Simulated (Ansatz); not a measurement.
# SnO2 (2H monolayer type, one sheet): from bands to localised orbitals

Where do the localised orbitals of SnO2 (2H monolayer type, one sheet) sit, how far are they spread, and how do the settings change that? The runs, in order: PBE, anion s p, 6×6×1; PBE, anion s p, 12×12×1; PBE, anion p, 6×6×1; PBE, cation s and anion p, disentangled, 6×6×1; r2SCAN, anion s p, 6×6×1; r2SCAN, anion p, 6×6×1; r2SCAN, cation s and anion p, disentangled, 6×6×1; PBE with spin-orbit coupling, anion s p, 6×6×1; PBE with spin-orbit coupling, cation s and anion p, disentangled, 6×6×1; PBE with spin-orbit coupling, anion p, 6×6×1 (level, trial orbitals, Wannier mesh).

Computed with Ansatz 0.2.0 (plane waves, PAW, unless a step's input says otherwise).

1 further run of the same task is left out (it didn't finish).

### 1 The structure to begin with

It takes space group P-6m2 (No. 187, hexagonal). The conventional cell has a = 3.062 Å, b = 3.062 Å, c = 28.886 Å, α = 90.00°, β = 90.00°, γ = 120.00°. Sn (site symmetry -6m2) has 6 O at 2.14 Å as nearest neighbours. Around O (site symmetry 3m) lie 3 Sn at 2.14 Å.

As a file:

```cif
data_structure
_symmetry_space_group_name_H-M 'P-6m2'
_symmetry_Int_Tables_number 187
_cell_length_a 3.0621
_cell_length_b 3.0621
_cell_length_c 28.8864
_cell_angle_alpha 90.000
_cell_angle_beta 90.000
_cell_angle_gamma 120.000
_cell_volume 234.56
loop_
_atom_site_label
_atom_site_type_symbol
_atom_site_symmetry_multiplicity
_atom_site_Wyckoff_symbol
_atom_site_fract_x
_atom_site_fract_y
_atom_site_fract_z
_atom_site_occupancy
Sn1 Sn 1 c 0.33333 0.66667 0.00000 1
O1 O 2 i 0.66667 0.33333 0.04180 1
```

The cell was relaxed beforehand with r2SCAN; those runs aren't shown. The cell holds one sheet and vacuum, and is periodic in the plane alone; ε, where given, is a mean over the whole height of the cell, so ε₂ and ε₁ − 1 scale inversely with that height and aren't the sheet's own values. Spin-orbit coupling, which matters for Sn, is in the runs so named alone.

### 2 PBE, anion s p, 6×6×1

Input file input.yaml:

```yaml
crystal:
  lattice:
    - [3.0620983143, 0.0, 0.0]
    - [-1.5310491572, 2.651854929, 0.0]
    - [0.0, 0.0, 28.8864204808]
  atoms:
    - { symbol: Sn, position: [0.3333333333, 0.6666666667, 0.3115650832] }
    - { symbol: O, position: [0.6666666667, 0.3333333333, 0.3533667837] }
    - { symbol: O, position: [0.6666666667, 0.3333333333, 0.2697633827] }
  periodic: [true, true, false]
kpoints:
  mp_grid: { grid: [9, 9, 1] }
  band_path:
    path:
      - [0, 0, 0]
      - [0.5, 0, 0]
      - [0.3333333333333, 0.3333333333333, 0]
      - [0, 0, 0]
    npoints: 10
hamiltonian:
  xc: pbe
scf:
  occupations: { method: fixed }
  n_extra_bands: 6
output:
  forces: false
  stress: false
  eigenvalues: true
  wannier:
    kmesh: [6, 6, 1]
    projections: [{ species: O, l: s, shell: 2 }, { species: O, l: p, shell: 2 }]
    minimise: true
    write_hr: true
    conv_tol: 1.0e-08
    max_iter: 3000
  write_density: true
  write_potential: true
  elf: true
  volumetric_format: npy
```

Command:

```
$ ansatz run input.yaml --threads 4 --pin off --max-ram 5529MiB --backend cpu --events-out ev --progress --plain --runs-dir out
```

The runs that follow: PBE, anion s p, 12×12×1; PBE, anion p, 6×6×1; PBE, cation s and anion p, disentangled, 6×6×1; r2SCAN, anion s p, 6×6×1; r2SCAN, anion p, 6×6×1; r2SCAN, cation s and anion p, disentangled, 6×6×1; PBE with spin-orbit coupling, anion s p, 6×6×1; PBE with spin-orbit coupling, cation s and anion p, disentangled, 6×6×1; PBE with spin-orbit coupling, anion p, 6×6×1.

**Question.** What will the summary of the whole plan be? Wanted: total spread, PBE, anion s p, 6×6×1; total spread, PBE, anion s p, 12×12×1; total spread, PBE, anion p, 6×6×1; total spread, PBE, cation s and anion p, disentangled, 6×6×1; total spread, r2SCAN, anion s p, 6×6×1; total spread, r2SCAN, anion p, 6×6×1; total spread, r2SCAN, cation s and anion p, disentangled, 6×6×1; total spread, PBE with spin-orbit coupling, anion s p, 6×6×1; total spread, PBE with spin-orbit coupling, cation s and anion p, disentangled, 6×6×1.

**Answer**, as computed:

| quantity | value |
| --- | --- |
| total spread, PBE, anion s p, 6×6×1 | 7.60 Å² over 8 functions |
| total spread, PBE, anion s p, 12×12×1 | 7.88 Å² over 8 functions |
| total spread, PBE, anion p, 6×6×1 | 7.02 Å² over 6 functions |
| total spread, PBE, cation s and anion p, disentangled, 6×6×1 | 7.78 Å² over 7 functions |
| total spread, r2SCAN, anion s p, 6×6×1 | 7.57 Å² over 8 functions |
| total spread, r2SCAN, anion p, 6×6×1 | 6.77 Å² over 6 functions |
| total spread, r2SCAN, cation s and anion p, disentangled, 6×6×1 | 7.61 Å² over 7 functions |
| total spread, PBE with spin-orbit coupling, anion s p, 6×6×1 | 15.31 Å² over 16 functions |
| total spread, PBE with spin-orbit coupling, cation s and anion p, disentangled, 6×6×1 | 15.58 Å² over 14 functions |
| total spread, PBE with spin-orbit coupling, anion p, 6×6×1 | 14.05 Å² over 12 functions |
| centres of the first set | 0.22 to 0.51 Å from the nearest atom |

**Reading.** With PBE, anion s p, 6×6×1 the 8 functions move off the atoms, with a mean spread of 0.95 Å²; 89 % of the total is gauge invariant. The total spread goes from 7.60 Å² on 6×6×1 to 7.88 Å² on 12×12×1: finite differences in k understate it on coarse meshes, while the largest miss of a band goes from 0.04 to 0.00 eV. On one set and mesh the functional gives 7.60 (PBE), 7.57 (r2SCAN) Å². The disentangled models miss some band by up to 0.5 eV, which may lie outside their frozen windows.
